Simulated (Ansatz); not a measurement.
# AgI: a single-point run

The task is a single-point run on AgI. The structure is shown as the input types it.

The COD entry's cell or inner coordinates are ideal or old and differ from later refinements, so a difference from it is no clean test against experiment.

Computed with Ansatz 0.2.0 (density functional or hybrid calculation with the settings of its input, plane waves, unless a step's input says otherwise).

1 further run of the same task is left out (it didn't finish).

### 1 Starting point

The structure is cubic, space group F-43m (No. 216). The conventional cell has a = 6.577 Å, b = 6.577 Å, c = 6.577 Å, α = 90.00°, β = 90.00°, γ = 90.00°. Ag (site symmetry -43m) has 4 I at 2.85 Å as nearest neighbours. Around I (site symmetry -43m) lie 4 Ag at 2.85 Å.

As a file:

```xyz
2
Lattice="0.0000 3.2886 3.2886 3.2886 0.0000 3.2886 3.2886 3.2886 0.0000" Properties=species:S:1:pos:R:3 pbc="T T T"
Ag    0.0000    0.0000    0.0000
I     1.6443    1.6443    1.6443
```

### 2 Input and run

File input.yaml:

```yaml
crystal:
  lattice:
    - [0.0, 3.2886328091, 3.2886328091]
    - [3.2886328091, 0.0, 3.2886328091]
    - [3.2886328091, 3.2886328091, 0.0]
  atoms:
    - { symbol: Ag, position: [0.0, 0.0, 0.0] }
    - { symbol: I, position: [0.25, 0.25, 0.25] }
kpoints:
  mp_grid: { grid: [4, 4, 4] }
hamiltonian:
  xc: pbe
scf:
  occupations: { method: cold, width: 1.5 }
  n_extra_bands: 4
output:
  forces: true
  stress: true
  eigenvalues: true
```

Launch:

```sh
ansatz run input.yaml --threads 4 --pin off --max-ram 3686MiB --backend cpu --events-out ev --progress --plain --runs-dir out
```

Q: Will this input give a usable result? If not, why, and what should change?

The program finished normally. Convergence says nothing about whether the input makes sense.

In the input, scf.occupations.width is 1.5. Occupations are smeared over electronvolts, wider than many features of the bands.

The test: set scf.occupations.width to 0.001.
